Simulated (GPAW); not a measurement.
# TiSi2 (Cmcm) in GPAW: equation of state

How stiff is TiSi2 in PBEsol, and what volume does it want? The cell is scaled to several volumes.

All numbers are computed with GPAW 26.7.0; they aren't measurements. Logs are shortened: lines on timing, memory, paths and dates and some standing lists are left out, and cuts for length are marked. The log counts tension as positive stress, the text compression.

**1. Starting point**

It takes space group Cmcm (No. 63, orthorhombic). The conventional cell has a = 3.530 Å, b = 13.519 Å, c = 3.565 Å, α = 90.00°, β = 90.00°, γ = 90.00°. Around Ti (site symmetry m2m) lie 10 Si at 2.58 to 2.81 Å. Si (site symmetry m2m) is surrounded by 4 Si at 2.51 Å and 4 Ti at 2.66 to 2.67 Å. Si (site symmetry m2m) has 2 Si at 2.38 Å and 4 Ti at 2.58 Å as nearest neighbours.

The cell comes from a database or a generator and needn't be the stable form of this composition.

**2. Equation of state, PBEsol**

Contents of run.py:

```python
from ase import Atoms
from ase.eos import EquationOfState
from ase.io import Trajectory
from ase.units import GPa
from ase.parallel import parprint
from gpaw import GPAW, PW, setup_paths

setup_paths.insert(0, '.')

atoms = Atoms(['Ti', 'Ti', 'Si', 'Si', 'Si', 'Si'],
              cell=[[1.765105025, -6.759281535, 0.0],
                    [1.765105025, 6.759281535, 0.0],
                    [0.0, 0.0, 3.56517397]],
              scaled_positions=[[0.10311808, 0.89688192, 0.25],
                                [0.89688192, 0.10311808, 0.75],
                                [0.75031482, 0.24968518, 0.25],
                                [0.24968518, 0.75031482, 0.75],
                                [0.44174855, 0.55825145, 0.25],
                                [0.55825145, 0.44174855, 0.75]],
              pbc=True)

traj = Trajectory('eos.traj', 'w')
volumes, energies = [], []
for x in [0.94, 0.96, 0.98, 1.0, 1.02, 1.04, 1.06]:
    a = atoms.copy()
    a.set_cell(atoms.cell * x**(1 / 3), scale_atoms=True)
    calc = GPAW(mode=PW(600),
                xc='PBEsol',
                kpts={'size': (8, 8, 8), 'gamma': True},
                occupations={'name': 'fermi-dirac', 'width': 0.05},
                nbands=38,
                convergence={'density': 1e-05, 'energy': 1e-05},
                maxiter=150,
                txt=f'eos-{x:.2f}.txt')
    a.calc = calc
    energies.append(a.get_potential_energy(force_consistent=True))
    volumes.append(a.get_volume())
    p = -a.get_stress()[:3].mean() / GPa
    calc.write(f'eos-{x:.2f}.gpw')
    traj.write(a)
    parprint(f'{x:.2f} {volumes[-1]:10.4f} A^3 {energies[-1]:14.6f} eV {p:9.3f} GPa', flush=True)

v0, e0, B = EquationOfState(volumes, energies, eos='birchmurnaghan').fit()
parprint(f'V0 = {v0:.4f} A^3, E0 = {e0:.6f} eV, B0 = {B / GPa:.2f} GPa')
```

Potentials or basis: PAW data sets generated in the run's folder for this functional, pw.

Launch:

```bash
gpaw-setup -f PBEsol Si Ti
OMP_NUM_THREADS=1 mpirun -n 4 gpaw python run.py
```

The program printed:

```text
__  _  _
 | _ |_)|_||  |
 |__||  | ||/\| - 26.7.0

Input parameters:
  mode=PW(ecut=600.0),
  convergence={'density': 1e-05, 'energy': 1e-05},
  kpts=MonkhorstPack(size=(8, 8, 8), gamma=True),
  maxiter=150,
  nbands=38,
  occupations=Occupations(name='fermi-dirac', width=0.05),
  xc=XC(name='PBEsol')

Diagonalizing LCAO Hamiltonian
Converting LCAO to pw mode

             Si
              Ti
          Si

           Si
       Ti
        Si

Atoms  # Å, Bohr magnetons
|   | symbol |        x |         y |        z |    initial magnetic moments |
|---|--------|----------|-----------|----------|-----------------------------|
| 0 |     Ti | 1.729072 |  5.255747 | 0.873099 | ( 0.0000,  0.0000,  0.0000) |
| 1 |     Ti | 1.729072 | -5.255747 | 2.619296 | ( 0.0000,  0.0000,  0.0000) |
| 2 |     Si | 1.729072 | -3.314818 | 0.873099 | ( 0.0000,  0.0000,  0.0000) |
| 3 |     Si | 1.729072 |  3.314818 | 2.619296 | ( 0.0000,  0.0000,  0.0000) |
| 4 |     Si | 1.729072 |  0.771400 | 0.873099 | ( 0.0000,  0.0000,  0.0000) |
| 5 |     Si | 1.729072 | -0.771400 | 2.619296 | ( 0.0000,  0.0000,  0.0000) |

Unit cell  # Å
| periodic |        x |         y |        z |  lengths |     angles |
|----------|----------|-----------|----------|----------|------------|
|      yes | 1.729072 | -6.621298 | 0.000000 | 6.843339 |  90.000000 |
|      yes | 1.729072 |  6.621298 | 0.000000 | 6.843339 |  90.000000 |
|      yes | 0.000000 |  0.000000 | 3.492395 | 3.492395 | 150.729457 |

Number of symmetries: 4
Symmetry operations  # r_c * U_cc + t_c -> r_c
|   | kind |            matrix            |
|---|------|------------------------------|
| 0 |  E   |  1, 0, 0,  0, 1, 0,  0, 0, 1 |
| 1 |  C2  |  0, 1, 0,  1, 0, 0,  0, 0,-1 |
| 2 |  σ   |  0,-1, 0, -1, 0, 0,  0, 0, 1 |
| 3 |  i   | -1, 0, 0,  0,-1, 0,  0, 0,-1 |

BZ-sampling:
  Number of BZ points: 512
  Number of IBZ points: 150

  Monkhorst-Pack size: [8, 8, 8]
  Monkhorst-Pack shift: [0.0625, 0.0625, 0.0625]

K-points  # in reciprocal-cell coordinates
|     |                                coordinates |     weight |
|-----|--------------------------------------------|------------|
|   0 | (  0.00000000,   0.00000000,   0.00000000) | 0.00195312 |
|   1 | (  0.00000000,   0.00000000,   0.12500000) | 0.00390625 |
|   2 | (  0.00000000,   0.00000000,   0.25000000) | 0.00390625 |
|   3 | (  0.00000000,   0.00000000,   0.37500000) | 0.00390625 |
|   4 | (  0.00000000,   0.00000000,   0.50000000) | 0.00195312 |
|   5 | (  0.12500000,  -0.12500000,  -0.37500000) | 0.00390625 |
|   6 | (  0.12500000,  -0.12500000,  -0.25000000) | 0.00390625 |
|   7 | (  0.12500000,  -0.12500000,  -0.12500000) | 0.00390625 |
|   8 | (  0.12500000,  -0.12500000,   0.00000000) | 0.00390625 |
|   9 | (  0.12500000,  -0.12500000,   0.12500000) | 0.00390625 |
| ... |                                            |            |
| 149 | (  0.50000000,   0.50000000,   0.50000000) | 0.00195312 |

Plane wave coefficients: 2692
Cutoff: 600.0 eV

Spin-components: 1 (collinear spins)
Bands:           38
Projectors:      32
Spin-degeneracy: 2
Datatype:        complex128

Parallelization:
  kpt:    4
  domain: 1
  band:   1

Density:
  Valence electrons: 40.0
  Components: 1
  Grid points: [40 40 20]
  Charge: 0.0  # |e|

Potential:
  Grid points: [40 40 20]

species:
  Ti:
    name:    Titanium
    Z:       22.0
    valence: 12
    core:    10
    charge:  0.0  # [|e|]
    compensation charges:
      type: gauss
      rc: 0.38  # [Å]
      lmax: 2
    cutoffs:
      filter: 2.23  # [Å]
      core: 1.02  # [Å]
    projectors
    | kind |    occ | energy [eV] | rcut [Å] |
    |------|--------|-------------|----------|
    |   3s |  2.000 |     -62.441 |    1.270 |
    |   4s |  2.000 |      -4.477 |    1.270 |
    |   3p |  6.000 |     -38.776 |    1.058 |
    |   4p |  0.000 |      -1.449 |    1.058 |
    |   3d |  2.000 |      -4.275 |    1.058 |
    |    d |        |      22.937 |    1.058 |

    Using partial waves for Ti as LCAO basis

  Si:
    name:    Silicon
    Z:       14.0
    valence: 4
    core:    10
    charge:  0.0  # [|e|]
    compensation charges:
      type: gauss
      rc: 0.33  # [Å]
      lmax: 2
    cutoffs:
      filter: 1.86  # [Å]
      core: 2.06  # [Å]
    projectors
    | kind |    occ | energy [eV] | rcut [Å] |
    |------|--------|-------------|----------|
    |   3s |  2.000 |     -10.768 |    1.058 |
    |   3p |  2.000 |      -4.057 |    1.058 |
    |    s |        |      16.444 |    1.058 |
    |    p |        |      23.155 |    1.058 |
    |    d |        |       0.000 |    1.058 |

    Using partial waves for Si as LCAO basis

Reference energy: -77882.282136  # eV

eigensolver:
  PPCG
  Converge bands: occupied
  niter=2

density mixing:
  MSR1-Mixer
  Pratt-step length: 0.05
  Maximum mixing coefficient: 0.75
  Old densities: 10
  SVD Regularization: 0.005
  Good broyden scale: 1.0
  Trust region scale: 1.0
  Backstep threshold: 4.0
  History deletion threshold: 6.0
  Fourier metric: weight=20.0, sigma=0.015

occupation numbers:
  Fermi-Dirac:
    width: 0.0500  # eV

poisson solver:
  ecut: 4800.0  # eV

xc functional:
  name: PBEsol with 2 nearest neighbor stencil

convergence criteria:
- Maximum integral of absolute [dens]ity change: 1e-05 electrons / valence electron
- Maximum [total energy] change in last 3 cyles: 1e-05 eV / valence electron
- Maximum integral of absolute [eigenst]ate change: 4e-08 eV^2 / valence electron
maximum number of iterations: 150

SCF iterations
|iter     | |      energy | eigst |  dens |
|---------|-|-------------|-------|-------|
|iter:   1| |  -41.175929 | +0.50 |       |
|iter:   2| |  -41.307887 | -1.94 | -1.24 |
|iter:   3| |  -42.410954 | -0.78 | -1.25 |
|iter:   4| |  -41.387678 | -1.01 | -1.16 |
|iter:   5| |  -41.200178 | -1.73 | -1.49 |
|iter:   6| |  -41.164893 | -2.51 | -1.87 |
|iter:   7| |  -41.165335 | -3.80 | -2.35 |
|iter:   8| |  -41.165274 | -4.72 | -3.05 |
|iter:   9| |  -41.165272c| -6.41 | -3.80 |
|iter:  10| |  -41.165272c| -7.68c| -4.40 |
|iter:  11| |  -41.165272c| -8.41c| -5.04c|

Converged in 11 steps
Energy contributions relative to reference atoms: (reference = -77882.282136)

Energy contributions:
  Kinetic:          58.141707
  Coulomb:         -44.902448
  Zero:             -0.146009
  External:          0.000000
  Xc:              -54.252887
  Entropy:          -0.011272
  Spinorbit:         0.000000
  ----------------------------
  Free energy:     -41.170908
  Extrapolated:    -41.165272

dipole moment: (-0.000009, 0.000000, -0.000009)  # |e|*Ang

Fermi level: 10.815
Eigenvalues  # (at kpt = [0.000, 0.000, 0.000])
| band index |      eig [eV] | occ [0-2] |
|------------|---------------|-----------|
|          0 |       -45.589 |     2.000 |
|        ... |               |           |
|         11 |         7.277 |     2.000 |
|         12 |         7.566 |     2.000 |
|         13 |         7.771 |     2.000 |
|         14 |         8.088 |     2.000 |
|         15 |         8.160 |     2.000 |
|         16 |         8.457 |     2.000 |
[... 8 lines left out ...]
|         25 |        13.114 |     0.000 |
|         26 |        13.597 |     0.000 |
|        ... |               |           |
|         37 |        21.483 |     0.000 |

No gap
No difference between direct/indirect transitions

Stress tensor  # eV/Ang^3
|         x |         y |         z |
|-----------|-----------|-----------|
| -0.051407 |  0.000000 |  0.000000 |
|  0.000000 | -0.040550 | -0.000000 |
|  0.000000 | -0.000000 | -0.064330 |

# Writing to eos-0.94.gpw (mode='')
```

Run time: 12 min. Hardware: 4 MPI ranks of Arm Neoverse V2, shared host; peak memory 0.58 GiB.

What came out:

```
Equilibrium volume                        : 14.05 Å³/atom
Bulk modulus at fixed shape and positions : 149 GPa
Pressure derivative of the bulk modulus   : 4.3
```

Energy against volume, from the lowest point:
```csv
volume (Å³/atom),energy (meV/atom)
13.328,18.21
13.611,6.10
13.895,0.23
14.179,0.00
14.462,4.83
14.746,14.22
15.029,27.70
```

Caveat: the cell was scaled at fixed shape and fractional positions, which overstates the stiffness of a crystal with free parameters, most of all of layers and chains; the program warned that so skewed a cell can give wrong results.
